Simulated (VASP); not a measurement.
# Rh: single point with PBEsol

Crystal: Rh.

```
Rh
1.0
     2.68874    0.00000    0.00000
    -1.34437    2.32852    0.00000
     0.00000    0.00000    4.32894
Rh
2
Direct
  0.33333 0.66667 0.25000
  0.66667 0.33333 0.75000
```

This isn't the form of Rh at room conditions, which is fcc.

```
Program                : VASP 6.6.1
Task                   : single point
Functional             : PBEsol
Potentials or basis    : VASP PAW PBE potentials, release 64 (Rh_pv)
Cutoff                 : 520 eV
k mesh                 : 27 × 27 × 14
Occupations            : gaussian, width 0.1 eV
Spin                   : no spin polarisation
Dipole correction      : no
Further INCAR settings : ALGO = Fast; EDIFF = 1e-06; NBANDS = 22
```

```
Pressure               : 0.0 GPa
Band gap on the k mesh : none (metal or under the smearing width)
```

Stress tensor (GPa, compression positive):
```
-0.20  0.00  0.00
 0.00 -0.20  0.00
 0.00  0.00  0.51
```

Levels at points of the mesh, in eV from the Fermi level:
| k point | band 13 | band 14 | band 15 | band 16 | band 17 | band 18 |
| --- | --- | --- | --- | --- | --- | --- |
| (0.00, 0.00, 0.00) | -2.58 | -2.00 | -2.00 | 0.13 | 0.13 | 0.67 |
| (0.00, 0.00, 0.50) | -3.25 | -3.25 | -0.45 | -0.45 | -0.45 | -0.45 |

Wall time 2.6 min on 1 thread of AMD EPYC 7R13 Processor (Zen 3), with other jobs on the host, peak memory 0.33 GiB.

Caveat: the PAW data sets were made with another functional, which shifts forces and pressure a little.
